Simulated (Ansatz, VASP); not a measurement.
CoSi2: VASP beside Ansatz

```xyz
3
Lattice="0.0000 2.6799 2.6799 2.6799 0.0000 2.6799 2.6799 2.6799 0.0000" Properties=species:S:1:pos:R:3 pbc="T T T"
Co    0.0000    0.0000    0.0000
Si    1.3400    1.3400    1.3400
Si    4.0199    4.0199    4.0199
```

Alike in both runs: task relaxation of cell and atoms; functional PBE; dispersion D3(BJ); k mesh 14 × 14 × 14; occupations gaussian, width 0.1 eV; no spin polarisation.

```csv
,VASP,Ansatz
version,VASP 6.6.1,Ansatz 0.2.0
potentials or method,"VASP PAW PBE potentials, release 64 (Co, Si)","scalar-relativistic, plane waves, PAW"
plane-wave cutoff (eV),600,420
valence electrons in the cell,17,25
```

Ansatz gave:

```
gap on the k mesh at the Fermi level, each at its own relaxed structure (eV) : none
relaxed volume (Å³/atom)                                                     : 12.44
relaxed cell length with the largest relative difference (Å)                 : 3.751
energy change over the relaxation (meV/atom)                                 : -7
```

Which values does VASP return?

gap on the k mesh at the Fermi level, each at its own relaxed structure (eV): none; relaxed volume (Å³/atom): 12.42; relaxed cell length with the largest relative difference (Å): 3.749; energy change over the relaxation (meV/atom): -8.

A gap of «none» marks a metal or a gap that the smearing closes. The two sets of potentials don't hold the same shells in valence.

Caveats: pairwise dispersion overbinds metals, which lowers pressure and volume. Spin polarisation is off, so any magnetic state and its effect on volume and gap are missing.
